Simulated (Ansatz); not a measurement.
Magnetic states of iron, dhcp

All numbers below come from DFT, RPBE, plane waves (420 eV) with PAW, scalar-relativistic in Ansatz. (PAW data from PBE, frozen cores regenerated.)

Each start was relaxed and then solved on a dense mesh, with Fermi-Dirac smearing of 0.05 eV (0.1 eV in a metal without spin) extrapolated to zero. Rows within 2 meV/atom of each other tie.

(1) Where does each start end, and how do the energies compare? Starts: antiferromagnetic (alternate layers); non-magnetic; ferromagnetic.

Answers

(1) 
| start | ends | ΔE (meV/atom) | V (Å³/atom) |
| --- | --- | --- | --- |
| ferromagnetic | ferromagnetic, net 2.62 μB per atom | 0.0 | 12.42 |
| antiferromagnetic (alternate layers) | ferrimagnetic, largest moment 1.66 μB in the atomic sphere | 39.7 | 10.94 |
| non-magnetic | spin not included | 64.6 | 10.48 |
